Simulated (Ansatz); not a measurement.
Molecular dynamics on a 2×2×2 supercell (24 atoms) of Be2C (antifluorite), relaxed with r2SCAN. Forces come from PBEsol in the plane-wave code Ansatz: constant energy and volume (NVE), velocities drawn at 600 K, steps of 1.5 fs. Computed, non-magnetic; the trajectory is short and the cell small, so nothing here is a converged average.

```yaml
crystal:
  lattice:
    - [0.0, 4.320971277, 4.320971277]
    - [4.320971277, 0.0, 4.320971277]
    - [4.320971277, 4.320971277, 0.0]
  atoms:
    - { symbol: C, position: [0.0, 0.0, 0.0] }
    - { symbol: Be, position: [0.125, 0.125, 0.125] }
    - { symbol: Be, position: [0.375, 0.375, 0.375] }
    - { symbol: C, position: [0.0, 0.0, 0.5] }
    - { symbol: Be, position: [0.125, 0.125, 0.625] }
    - { symbol: Be, position: [0.375, 0.375, 0.875] }
    - { symbol: C, position: [0.0, 0.5, 0.0] }
    - { symbol: Be, position: [0.125, 0.625, 0.125] }
    - { symbol: Be, position: [0.375, 0.875, 0.375] }
    - { symbol: C, position: [0.0, 0.5, 0.5] }
    - { symbol: Be, position: [0.125, 0.625, 0.625] }
    - { symbol: Be, position: [0.375, 0.875, 0.875] }
    - { symbol: C, position: [0.5, 0.0, 0.0] }
    - { symbol: Be, position: [0.625, 0.125, 0.125] }
    - { symbol: Be, position: [0.875, 0.375, 0.375] }
    - { symbol: C, position: [0.5, 0.0, 0.5] }
    - { symbol: Be, position: [0.625, 0.125, 0.625] }
    - { symbol: Be, position: [0.875, 0.375, 0.875] }
    - { symbol: C, position: [0.5, 0.5, 0.0] }
    - { symbol: Be, position: [0.625, 0.625, 0.125] }
    - { symbol: Be, position: [0.875, 0.875, 0.375] }
    - { symbol: C, position: [0.5, 0.5, 0.5] }
    - { symbol: Be, position: [0.625, 0.625, 0.625] }
    - { symbol: Be, position: [0.875, 0.875, 0.875] }
kpoints:
  mp_grid: { grid: [4, 4, 4] }
hamiltonian:
  xc: pbesol
scf:
  occupations: { method: fermi_dirac, width: 0.052 }
md:
  ensemble: nve
  temperature: 600
  timestep: 1.5
  n_steps: 40
  initial_velocities: maxwell_boltzmann
  seed: 1629
```

Command: `ansatz run input.yaml --threads 4 --pin off --max-ram 3686MiB --backend cpu --events-out ev --progress --plain --runs-dir out`. Wall time 2 min on 4 threads of Arm Neoverse V2, with other jobs on the host; peak host memory 0.8 GiB.

| step | t (fs) | T (K) | free energy F from step 0 (meV/atom) | kinetic energy (meV/atom) | largest force (eV/Å) |
| --- | --- | --- | --- | --- | --- |
| 0 | 0 | 600 | 0.0 | 74.3 | 0.00 |
| 1 | 1.5 | 581 | 2.4 | 71.9 | 0.61 |
| 2 | 3 | 526 | 9.3 | 65.2 | 1.19 |
| 3 | 4.5 | 444 | 19.5 | 55.1 | 1.72 |
| 4 | 6 | 348 | 31.5 | 43.1 | 2.19 |
| 5 | 7.5 | 251 | 43.6 | 31.1 | 2.57 |
| 6 | 9 | 167 | 54.1 | 20.7 | 2.84 |
| 7 | 10.5 | 107 | 61.6 | 13.3 | 2.98 |
| 8 | 12 | 78 | 65.2 | 9.7 | 2.99 |
| 9 | 13.5 | 80 | 65.0 | 9.9 | 2.86 |
| 10 | 15 | 108 | 61.4 | 13.4 | 2.62 |
| 11 | 16.5 | 155 | 55.5 | 19.2 | 2.28 |
| 12 | 18 | 210 | 48.7 | 26.0 | 1.87 |
| 13 | 19.5 | 263 | 42.0 | 32.6 | 1.55 |
| 14 | 21 | 307 | 36.4 | 38.1 | 1.56 |
| 15 | 22.5 | 339 | 32.5 | 42.0 | 1.53 |
| 16 | 24 | 357 | 30.4 | 44.2 | 1.45 |
| 17 | 25.5 | 362 | 29.8 | 44.8 | 1.39 |
| 18 | 27 | 357 | 30.3 | 44.3 | 1.46 |
| 19 | 28.5 | 347 | 31.6 | 43.0 | 1.84 |
| 20 | 30 | 334 | 33.3 | 41.4 | 2.17 |
| 21 | 31.5 | 321 | 34.9 | 39.8 | 2.44 |
| 22 | 33 | 309 | 36.3 | 38.3 | 2.62 |
| 23 | 34.5 | 300 | 37.5 | 37.2 | 2.72 |
| 24 | 36 | 294 | 38.2 | 36.4 | 2.73 |
| 25 | 37.5 | 291 | 38.6 | 36.1 | 2.63 |
| 26 | 39 | 293 | 38.4 | 36.3 | 2.45 |
| 27 | 40.5 | 299 | 37.6 | 37.1 | 2.19 |
| 28 | 42 | 311 | 36.1 | 38.5 | 2.01 |
| 29 | 43.5 | 327 | 34.1 | 40.5 | 2.04 |
| 30 | 45 | 345 | 31.9 | 42.7 | 2.05 |
| 31 | 46.5 | 361 | 29.8 | 44.7 | 1.97 |
| 32 | 48 | 372 | 28.4 | 46.1 | 1.81 |
| 33 | 49.5 | 375 | 28.1 | 46.5 | 1.62 |
| 34 | 51 | 368 | 29.0 | 45.6 | 1.69 |
| 35 | 52.5 | 351 | 31.1 | 43.4 | 1.88 |
| 36 | 54 | 326 | 34.2 | 40.4 | 2.03 |
| 37 | 55.5 | 298 | 37.7 | 36.9 | 2.12 |
| 38 | 57 | 271 | 41.1 | 33.5 | 2.15 |
| 39 | 58.5 | 248 | 44.0 | 30.7 | 2.12 |
| 40 | 60 | 231 | 46.1 | 28.6 | 2.03 |

The temperature starts at 600 K, is lowest at step 8 (78 K, 12 fs) and ends at 231 K. The atoms start on their lattice sites with kinetic energy alone, so much of it first passes into potential energy. The conserved energy stays within 0.56 meV an atom. By the last step the atoms have moved 0.10 Å in the root mean square, the drift of the whole cell taken out, 0.17 Å at most.

Positions (Å) and forces (eV/Å) at step 40:
```
C   -0.040  -0.090   0.010     0.739   1.136  -0.187
Be   1.021   0.956   1.129     0.065   0.904  -0.623
Be   3.298   3.257   3.163    -0.715  -0.020   1.085
C    2.195   2.113  -0.015    -0.692   0.964   0.041
Be   3.152   3.327   1.009    -0.068  -0.446   0.264
Be   5.439   5.336   3.274     0.359   1.239  -0.143
C    2.219   0.094   2.132    -0.844  -1.629   0.867
Be   3.352   1.094   3.166    -1.132  -0.486   1.544
Be   5.279   3.206   5.409     1.002  -0.010  -0.170
C    4.342   2.163   2.233     0.502   0.351  -1.196
Be   5.451   3.267   3.306     0.105  -0.217  -0.382
Be   7.475   5.453   5.375     0.958  -0.391   0.189
C    0.014   2.163   2.141    -0.403  -0.584   0.243
Be   1.048   3.281   3.225     0.887  -0.695   0.308
Be   3.169   5.542   5.470     0.652  -0.857  -0.892
C    2.156   4.333   2.154    -0.180  -0.191   0.072
Be   3.262   5.366   3.227     0.093   0.194   0.266
Be   5.330   7.472   5.424     0.552   0.490  -0.500
C    2.215   2.142   4.346    -1.178   0.809  -0.644
Be   3.163   3.299   5.430     0.462  -0.184  -0.954
Be   5.438   5.459   7.563     0.155  -0.733   0.328
C    4.371   4.342   4.313    -0.732  -0.418   0.074
Be   5.381   5.367   5.402     0.047   0.174  -0.016
Be   7.623   7.485   7.522    -0.635   0.599   0.428
```
